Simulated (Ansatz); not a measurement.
# Hf2Si5: the cost of one run

Method: DFT PBEsol, scalar-relativistic, plane waves, PAW, in Ansatz 0.2.0.

### Step 1. The starting structure

The structure is orthorhombic, space group Cmcm (No. 63). Conventional cell: a = 3.650 Å, b = 14.345 Å, c = 3.636 Å, α = 90.00°, β = 90.00°, γ = 90.00°. Hf (site symmetry m2m) has 10 Si at 2.67 to 2.93 Å in its first shell of neighbours. Si (site symmetry m2m) has 2 Si at 2.41 Å and 6 Hf at 2.67 to 2.93 Å in its first shell of neighbours. Around Si (site symmetry m2m) lie 4 Si at 2.58 Å and 4 Hf at 2.77 Å.

As a file:

```xyz
6
Lattice="1.8250 -7.1725 0.0000 1.8250 7.1725 0.0000 0.0000 0.0000 3.6361" Properties=species:S:1:pos:R:3 pbc="T T T"
Hf    1.8250   -5.6706    2.7271
Hf    1.8250    5.6706    0.9090
Si    1.8250   -0.7916    2.7271
Si    1.8250    0.7916    0.9090
Si    1.8250    3.5831    2.7271
Si    1.8250   -3.5831    0.9090
```

This cell was relaxed beforehand with the same method: volume 15.87 Å³/atom, gap on the mesh none (metal).

### Step 2. Cutting the slab

Planes are indexed in the bulk's conventional cell (Cmcm (No. 63)), a = 3.650 Å, b = 14.345 Å, c = 3.636 Å, α = 90.00°, β = 90.00°, γ = 90.00°.

A (010) slab, 14.4 Å thick as cut, with 17 Å of vacuum; its outer planes are Si (top) and Si (bottom).

The slab as cut. Layers, bottom to top:

| plane | atoms per cell | height over the lowest (Å) |
| --- | --- | --- |
| 1 | Si2 | 0.00 |
| 2 | Hf | 2.08 |
| 3 | Si | 2.79 |
| 4 | Si | 4.38 |
| 5 | Hf | 5.09 |
| 6 | Si2 | 7.17 |
| 7 | Hf | 9.26 |
| 8 | Si | 9.97 |
| 9 | Si | 11.55 |
| 10 | Hf | 12.26 |
| 11 | Si2 | 14.34 |

### Step 3. Relaxing the clean slab

Contents of input.yaml:

```yaml
crystal:
  lattice:
    - [3.6361020419, 0.0, 0.0]
    - [0.0, 3.6500013776, 0.0]
    - [0.0, 0.0, 31.3512961221]
  atoms:
    - { symbol: Si, position: [0.25, 0.5, 0.2711211673] }
    - { symbol: Si, position: [0.75, 0.0, 0.271322023] }
    - { symbol: Hf, position: [0.75, 0.5, 0.3377062343] }
    - { symbol: Si, position: [0.25, 0.0, 0.3603617316] }
    - { symbol: Si, position: [0.75, 0.0, 0.4108598635] }
    - { symbol: Hf, position: [0.25, 0.5, 0.4335153608] }
    - { symbol: Si, position: [0.25, 0.0, 0.4998995721] }
    - { symbol: Si, position: [0.75, 0.5, 0.5001004279] }
    - { symbol: Hf, position: [0.75, 0.0, 0.5664846392] }
    - { symbol: Si, position: [0.25, 0.5, 0.5891401365] }
    - { symbol: Si, position: [0.75, 0.5, 0.6396382684] }
    - { symbol: Hf, position: [0.25, 0.0, 0.6622937657] }
    - { symbol: Si, position: [0.25, 0.5, 0.728677977] }
    - { symbol: Si, position: [0.75, 0.0, 0.7288788327] }
basis:
  ecutwfc: 420
kpoints:
  mp_grid: { grid: [8, 8, 1] }
hamiltonian:
  xc: pbesol
scf:
  occupations: { method: gaussian, width: 0.1 }
output:
  forces: true
  eigenvalues: true
  write_density: true
  write_potential: true
  elf: true
  volumetric_format: npy
relax:
  adjacent_minimum: "off"
  f_tol: 0.03
  max_steps: 70
  constraints: [{ sites: [0, 1, 2, 3, 4, 5] }]
efield:
  axis: 3
  dipole_correction: true
  ramp_width: 0.04
```

Started as:

```sh
ansatz run input.yaml --threads 2 --pin off --max-ram 5120MiB --backend cpu --events-out ev --progress --plain --runs-dir out
```

**Question.** How long does this run take on 2 threads of Intel Xeon 6975P-C (Granite Rapids), shared host, and how much memory does it need?

About 2.7 min, with a peak of 1.1 GiB.
